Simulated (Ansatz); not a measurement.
**B: levels along high-symmetry lines**

```xyz
1
Lattice="-1.1538 1.1538 1.1538 1.1538 -1.1538 1.1538 1.1538 1.1538 -1.1538" Properties=species:S:1:pos:R:3 pbc="T T T"
B     0.0000    0.0000    0.0000
```

The conventional cell has a = 2.308 Å, b = 2.308 Å, c = 2.308 Å, α = 90.00°, β = 90.00°, γ = 90.00°. B (atom 1) is surrounded by 8 B at 2.00 Å.

The cell was built from the bcc type and relaxed in the same program, and has space group Im-3m; it needn't be a known or the stable phase.

These are results of Ansatz 0.2.0, DFT, PBE, all-electron LAPW, scalar-relativistic, not measurements.

Sampling and basis: a Γ-centred 18×18×18 k mesh, Fermi–Dirac smearing of 0.08 eV, basis error target 0.25 meV/atom, no spin polarisation.

Points in fractions of the reciprocal vectors of this cell: Γ (0, 0, 0), H (0.5, -0.5, 0.5), N (0, 0, 0.5), P (0.25, 0.25, 0.25). The path joins them by straight lines in the order Γ–H–N–Γ–P–H–P–N; legs that retrace an earlier one aren't tabulated. Energies are in eV from the Fermi level.

Q: Is there a gap?

A: none: with an odd electron count and no spin polarisation the bands can't all be full, a metal in this set-up (spin order or a larger cell could open a gap).

Q: List the levels between -14 and 8 eV at the symmetry points.

A: 
Γ: none in this range
H: 0.39 (×3)
N: -9.16, -4.62
P: -2.52 (×3), 2.63
